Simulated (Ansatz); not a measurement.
# How ScAl₂ stores the work of compression

All numbers below come from DFT PBEsol, scalar-relativistic, plane waves, PAW (Ansatz 0.2.0). Run with 420 eV cutoff, 8×8×8 k-mesh, Gaussian smearing of 0.10 eV, no spin polarisation.

Reference structure (relaxed):

```xyz
6
Lattice="0.0000 3.7634 3.7634 3.7634 0.0000 3.7634 3.7634 3.7634 0.0000" Properties=species:S:1:pos:R:3 pbc="T T T"
Sc    3.7634    3.7634    3.7634
Sc    5.6451    5.6451    5.6451
Al    0.9409    0.9409    0.9409
Al    0.9409    2.8226    2.8226
Al    2.8226    0.9409    2.8226
Al    2.8226    2.8226    0.9409
```

Cell and atoms were relaxed at each target pressure within the start's symmetry (Fd-3m), at zero temperature; other phases can be more stable under pressure. H = E + PV with P the target; E is the free energy at the smearing used, whose derivative the pressure is, per atom and counted from zero pressure. The mesh named is that at zero pressure; some other pressures ran on another.

```
P (GPa) V (Å³/atom) E − E0 (meV) H − H0 (meV)
      0       17.767           0.0           0.0
      1       17.592           0.5         110.3
      4       17.060           8.6         434.5
     12       15.989          60.9        1258.5
     25       14.742         201.0        2501.3
     50       13.166         560.1        4668.9
     90       11.614        1222.0        7745.9
```

Question: Thermodynamics gives dH/dP = V along a relaxed path. Integrate V over P by the trapezoid rule and compare with the computed enthalpies.

Answer: With 1 eV/Å³ = 160.22 GPa, each step adds the mean volume times ΔP / 160.22:
```tsv
P (GPa)	∫V dP (meV)	H − H0 (meV)	difference (meV)
1	110.3	110.3	0.1
4	434.8	434.5	0.2
12	1259.9	1258.5	1.4
25	2506.6	2501.3	5.3
50	4684.0	4668.9	15.1
90	7777.2	7745.9	31.3
```

V(P) curves upward, so the trapezoid rule runs high; integrating a smooth curve through the same points puts that excess at about 30.3 meV at 90 GPa, against the 31.3 meV found.

Question: At 90 GPa, how much of the enthalpy change is stored energy and how much is the PV term?

Answer: E rises by 1222 meV/atom and PV is 90 × 11.614 / 160.22 = 6524 meV/atom, so PV makes 84 % of ΔH. So between rival structures at high pressure a small difference in volume can outweigh the difference in energy: 1 % of this volume is worth 65.2 meV/atom at this pressure.

Question: What bulk modulus do the lowest pressures give?

Answer: From the pressures that the runs reached, -1.03 GPa (17.969 Å³) and 0.92 GPa (17.592 Å³), B = −ΔP/Δln V = 1.95 / 0.0212 = 92 GPa, a mean over that range.